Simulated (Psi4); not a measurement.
# CHF3 (trifluoromethane) at PBE0/cc-pVDZ (density fitting with def2-universal-jkfit, sweep point 3)

Wanted: a geometry optimisation of CHF3 (trifluoromethane). 

The results are computed with Psi4 1.11.

1 further run of the same task is left out (set aside as unsound or not needed).

### Step 1. The system as given

CHF3 has 5 atoms, charge 0, and is taken as a singlet. As SMILES, `FC(F)F`. Geometry: relaxed at PBE0-D4/def2-TZVP. The run starts from this shape.

Bond lengths: F1–C2 1.331 Å, C2–F3 1.331 Å, C2–F4 1.331 Å, C2–H5 1.093 Å. Angles: F1–C2–F3 108.5°, F1–C2–F4 108.5°, F3–C2–F4 108.5°, F1–C2–H5 110.4°, F3–C2–H5 110.4°, F4–C2–H5 110.4°.

### Step 2. A structure relaxation at PBE0/cc-pVDZ (density fitting with def2-universal-jkfit, sweep point 3)

job.in reads:

```
memory 1.6 GB

molecule geom {
  0 1
  F     -0.668650    -0.329700     1.079190
  C      0.019500     0.056360     0.006820
  F      1.047350    -0.773770    -0.157470
  F     -0.772570    -0.035090    -1.059420
  H      0.374370     1.082210     0.130870
  symmetry c1
}

set {
  basis                cc-pVDZ
  puream               true
  scf_type             df
  dft_radial_points    99
  dft_spherical_points 590
  df_basis_scf         def2-universal-jkfit
  g_convergence        gau_tight
  geom_maxiter         50
}

e = opt("pbe0")
```

On the command line:

```bash
$ psi4 job.in job.out -n 1
```

job.out:

```text
[...]
  Running in c1 symmetry.
[...]
  Nuclear repulsion =  133.952934315841190
[...]
  Multiplicity = 1
[...]
  Nalpha       = 17
  Nbeta        = 17
[...]
    Number of basis functions: 61
[...]
   @DF-RKS iter   1:  -337.88609939750444   -2.09865e-01   6.23757e-03 DIIS/ADIIS
[...]
   @DF-RKS iter   5:  -337.92912680429379   -2.78533e-12   5.53270e-09 DIIS
[...]
    Orbital Energies [Eh]
    ---------------------
    Doubly Occupied:
       1A    -24.815465     2A    -24.815448     3A    -24.815447
       4A    -10.473964     5A     -1.352140     6A     -1.261721
       7A     -1.261720     8A     -0.738693     9A     -0.621259
      10A     -0.608438    11A     -0.608437    12A     -0.481530
      13A     -0.481529    14A     -0.444650    15A     -0.444649
      16A     -0.422543    17A     -0.402711
[...]
  @DF-RKS Final Energy:  -337.92912680429379
   => Energetics <=
    Nuclear Repulsion Energy =            133.6230905571371181
    One-Electron Energy =                -735.0759452314674718
    Two-Electron Energy =                 291.4981662304525685
    DFT Exchange-Correlation Energy =     -27.9744383604159523
    Empirical Dispersion Energy =           0.0000000000000000
    VV10 Nonlocal Energy =                  0.0000000000000000
    Total Energy =                       -337.9291268042937872
[...]
 Multipole Moments:
 ------------------------------------------------------------------------------------
     Multipole            Electronic (a.u.)      Nuclear  (a.u.)        Total (a.u.)
 ------------------------------------------------------------------------------------
 L = 1.  Multiply by 2.5417464519 to convert [e a0] to [Debye]
 Dipole X            :         -0.3489807            0.5399983            0.1910175
 Dipole Y            :         -1.0088210            1.5609652            0.5521442
 Dipole Z            :         -0.1220078            0.1887897            0.0667819
 Magnitude           :                                                    0.5880567
[...]
  -Total Gradient:
     Atom            X                  Y                   Z
    ------   -----------------  -----------------  -----------------
       1       -0.000009842303    -0.000002914961    -0.000002297439
       2        0.000003588341     0.000000138795     0.000001066208
       3       -0.000003416977     0.000002242276     0.000007921447
       4       -0.000004447574     0.000006585440    -0.000014910509
       5       -0.000000113410     0.000001002331     0.000002065334
[...]
    Final optimized geometry and variables:
    Molecular point group: c1
    Full point group: C1
    Geometry (in Angstrom), charge = 0, multiplicity = 1:
    F           -0.571771625591    -0.046248880321     1.115843832988
    C            0.118096283889     0.341373056767     0.041283833708
    F            1.147867437244    -0.491265457606    -0.123439137537
    F           -0.675917133361     0.248965980470    -1.027300995121
    H            0.475568964914     1.374724085436     0.166266921503
    Psi4 run time: 0:00:34.03
[...]
```

Standard output:

```text
Optimizer: Optimization complete!
```

It took 36 s on 1 thread of Intel Xeon at 2.70GHz, shared host; peak memory 0.75 GiB.

Step by step:

```csv
step,energy from the first frame kept (eV),largest force (eV/Å)
0,0.0000,0.2881
1,-0.0019,0.0404
2,-0.0019,0.0067
3,-0.0019,0.0009
```

After the run. Bond lengths: F1–C2 1.334 Å, C2–F3 1.334 Å, C2–F4 1.334 Å, C2–H5 1.101 Å. Angles: F1–C2–F3 108.5°, F1–C2–F4 108.5°, F3–C2–F4 108.5°, F1–C2–H5 110.4°, F3–C2–H5 110.4°, F4–C2–H5 110.4°.

### Step 3. Outcome

At PBE0/cc-pVDZ (density fitting with def2-universal-jkfit, sweep point 3):

| quantity | value |
| --- | --- |
| total energy at the end | -337.92913 Eh |
| dipole moment | 1.49 D |
| HOMO energy | -10.96 eV |
| LUMO energy | 2.41 eV |
| HOMO–LUMO gap | 13.37 eV |

**Reading.** At the final geometry: Bond lengths: F1–C2 1.334 Å, C2–F3 1.334 Å, C2–F4 1.334 Å, C2–H5 1.101 Å. Angles: F1–C2–F3 108.5°, F1–C2–F4 108.5°, F3–C2–F4 108.5°, F1–C2–H5 110.4°, F3–C2–H5 110.4°, F4–C2–H5 110.4°. The optimisation took 4 steps and changed the energy by -0.002 eV.
